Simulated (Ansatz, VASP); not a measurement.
**PtS2 in VASP and in Ansatz**

File INCAR:

```
SYSTEM = PtS2
PREC = Accurate
ENCUT = 520
EDIFF = 1E-7
ISMEAR = 0
SIGMA = 0.05
LREAL = .False.
LASPH = .True.
NELM = 80
ALGO = Normal
ISIF = 2
LWAVE = .False.
LCHARG = .True.
GGA = PE
LELF = .True.
LVHAR = .True.
NBANDS = 18
```

Contents of KPOINTS:

```
Automatic mesh
0
Gamma
  12 12 8
  0 0 0
```

The input POSCAR:

```
PtS2
1.0
    3.4546194889      0.0000000000      0.0000000000
   -1.7273097444      2.9917882378      0.0000000000
    0.0000000000      0.0000000000      4.7868600000
Pt S
1 2
Direct
    0.0000000000      0.0000000000      0.0000000000
    0.3333333333      0.6666666667      0.2500000000
    0.6666666667      0.3333333333      0.7500000000
```

Input for Ansatz:

```yaml
crystal:
  lattice:
    - [3.4546194889, 0.0, 0.0]
    - [-1.7273097444, 2.9917882378, 0.0]
    - [0.0, 0.0, 4.78686]
  atoms:
    - { symbol: Pt, position: [0.0, 0.0, 0.0] }
    - { symbol: S, position: [0.3333333333, 0.6666666667, 0.25] }
    - { symbol: S, position: [0.6666666667, 0.3333333333, 0.75] }
basis:
  ecutwfc: 420
kpoints:
  mp_grid: { grid: [12, 12, 8] }
hamiltonian:
  xc: pbe
scf:
  occupations: { method: gaussian, width: 0.05 }
output:
  forces: true
  stress: true
  eigenvalues: true
```

Change from the starting cell: strain -0.025 along x and y, -0.050 along z, atoms carried along.

Alike in both runs: task single point; functional PBE; k mesh 12 × 12 × 8; occupations gaussian, width 0.05 eV; no spin polarisation.

|  | VASP | Ansatz |
| --- | --- | --- |
| version | VASP 6.6.1 | Ansatz 0.2.0 |
| potentials or method | VASP PAW PBE potentials, release 64 (Pt, S) | scalar-relativistic, plane waves, PAW |
| plane-wave cutoff (eV) | 520 | 420 |
| valence electrons in the cell | 22 | 30 |

```tsv
	VASP	Ansatz	Ansatz less VASP
gap on the k mesh at the Fermi level (eV)	0.58	0.58	-0.007
least direct gap on the mesh (eV)	0.85	0.83	-0.014
pressure (GPa)	19.0	19.6	+0.57
largest component of the traceless stress (GPa)	5.18	5.37	+0.191
rms of the force components (eV/Å)	0.514	0.538	+0.0246
```

Atom by atom the forces differ by 0.025 eV/Å (rms over components). The two sets of potentials don't hold the same shells in valence.

Caveats: so large a pressure means that the cell lies far from this level's equilibrium, or that cutoff or potentials fall short (VASP); spin-orbit coupling is left out, which moves the levels of the heavy elements; the cell's inner coordinates are idealised or old, which leaves forces on the atoms. A k mesh can miss the band edges.
